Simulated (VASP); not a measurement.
A run of VASP 6.6.1 is set up as follows.

The input INCAR:

```
SYSTEM = Si2W
ALGO = Normal
EDIFF = 1E-8
ENCUT = 520
GGA = PE
IBRION = 6
ISIF = 3
ISMEAR = 0
KPAR = 4
LASPH = .True.
LCHARG = .False.
LREAL = .False.
LWAVE = .False.
NBANDS = 18
NELM = 80
NFREE = 2
NSW = 1
POTIM = 0.015
PREC = Accurate
SIGMA = 0.1
```

KPOINTS

```
k-points
0
Gamma
  4 4 4
  0 0 0
```

Contents of POSCAR:

```
Si2W                                    
1.0
   -1.6141084520      1.6141084520      3.9455354536
    1.6141084520     -1.6141084520      3.9455354536
    1.6141084520      1.6141084520     -3.9455354536
  Si              W             
     2     1
Direct
     0.3333020450814246    0.3333020450814246    0.0000000000000000
     0.6666979549185754    0.6666979549185754    0.0000000000000000
     0.0000000000000000    0.0000000000000000    0.0000000000000000
```

Potentials or basis: VASP PAW PBE potentials, release 64 (Si, W_sv).

Command:

```console
$ cat potpaw_PBE.64/Si/POTCAR potpaw_PBE.64/W_sv/POTCAR > POTCAR
$ mpirun -np 4 vasp_std > vasp.out
```

Predict the Voigt bulk modulus.

219 GPa.

Predict the highest phonon frequency at Γ.

439 cm⁻¹.

Phonon frequencies in cm⁻¹ (negative: imaginary):
```
              q point                    frequencies
(0.000, 0.000, 0.000)  0 0 0 254 254 297 334 334 439
```

Caveat: the k mesh is coarse (spacing up to 0.69 Å⁻¹), so the values aren't converged; elastic constants of metals need much finer meshes, so these are rough. The run has no spin-orbit coupling, so splittings on W are missing.
